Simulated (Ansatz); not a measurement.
**Cost and result for the equilibrium volume of WS2**

```
W S
1.0
     3.18000    0.00000    0.00000
    -1.59000    2.75396    0.00000
     0.00000    0.00000   12.50000
W S
2 4
Direct
  0.66667 0.33333 0.75000
  0.33333 0.66667 0.25000
  0.66667 0.33333 0.37500
  0.33333 0.66667 0.87500
  0.66667 0.33333 0.12500
  0.33333 0.66667 0.62500
```

```tsv
rung	level	program and potentials	cutoff (eV)	k mesh	spin	core time	chip	equilibrium volume (Å³/atom)	notes
GGA	PBEsol	Ansatz, Ansatz PAW	420	10 × 10 × 3	off	26 s	Arm Neoverse V2	18.14	potentials made for PBE, which Ansatz adapts in part
GGA + dispersion	PBE+D3(BJ)	Ansatz, Ansatz PAW	420	10 × 10 × 3	off	52 s	Intel Xeon Skylake/Cascade Lake	17.43	-
GGA + dispersion	PBE+D4	Ansatz, Ansatz PAW	420	10 × 10 × 3	off	57 s	Intel Xeon Skylake/Cascade Lake	17.53	-
GGA + dispersion	revPBE+D4	Ansatz, Ansatz PAW	420	10 × 10 × 3	off	59 s	Intel Xeon Skylake/Cascade Lake	16.87	potentials made for PBE, which Ansatz adapts in part
meta-GGA	r2SCAN	Ansatz, Ansatz PAW	500	10 × 10 × 3	off	61 s	Arm Neoverse V2	19.09	potentials made for PBE, which Ansatz adapts in part
GGA + dispersion	revPBE+D3(BJ)	Ansatz, Ansatz PAW	420	10 × 10 × 3	off	63 s	Intel Xeon Skylake/Cascade Lake	16.69	potentials made for PBE, which Ansatz adapts in part
GGA + dispersion	BLYP+D3(BJ)	Ansatz, Ansatz PAW	420	10 × 10 × 3	off	64 s	Intel Xeon Skylake/Cascade Lake	17.28	potentials made for PBE, which Ansatz adapts in part
GGA + dispersion	BLYP+D4	Ansatz, Ansatz PAW	420	10 × 10 × 3	off	68 s	Intel Xeon Skylake/Cascade Lake	17.64	potentials made for PBE, which Ansatz adapts in part
GGA + dispersion	PBEsol+D3(BJ)	Ansatz, Ansatz PAW	420	10 × 10 × 3	off	70 s	Intel Xeon Skylake/Cascade Lake	16.48	potentials made for PBE, which Ansatz adapts in part
GGA + dispersion	PBEsol+D4	Ansatz, Ansatz PAW	420	10 × 10 × 3	off	77 s	Intel Xeon Skylake/Cascade Lake	16.93	potentials made for PBE, which Ansatz adapts in part
LDA	LDA	Ansatz, Ansatz PAW	420	10 × 10 × 3	off	78 s	Intel Xeon Skylake/Cascade Lake	17.16	potentials made for PBE, which Ansatz adapts in part
GGA + dispersion	RPBE+D4	Ansatz, Ansatz PAW	420	10 × 10 × 3	off	83 s	Intel Xeon Skylake/Cascade Lake	16.75	potentials made for PBE, which Ansatz adapts in part
meta-GGA + dispersion	r2SCAN+rVV10	Ansatz, Ansatz PAW	500	10 × 10 × 3	off	96 s	Arm Neoverse V2	18.12	potentials made for PBE, which Ansatz adapts in part
GGA + dispersion	PBEsol+D4	Ansatz, Ansatz PAW	420	7 × 7 × 3	SOC, no magnetisation	2.9 min	Intel Xeon Skylake/Cascade Lake	16.92	potentials made for PBE, which Ansatz adapts in part
```

Times are single runs on shared hosts and different chips, so they are rough; meshes, cutoffs and the tasks' sizes weigh on the time. Task: relaxation of cell and atoms. Meshes differ between rows, which moves values too. Meshes are those of the run's cell of 6 atoms unless a note names another. Relaxations start from the cell shown or near it and stop with a little pressure left. Runs on faulty files, with rough fits or with known faults for this quantity aren't shown.

By rung: LDA 17.16; GGA 18.14; GGA + dispersion 16.48 to 17.64; meta-GGA 19.09; meta-GGA + dispersion 18.12 (Å³/atom).
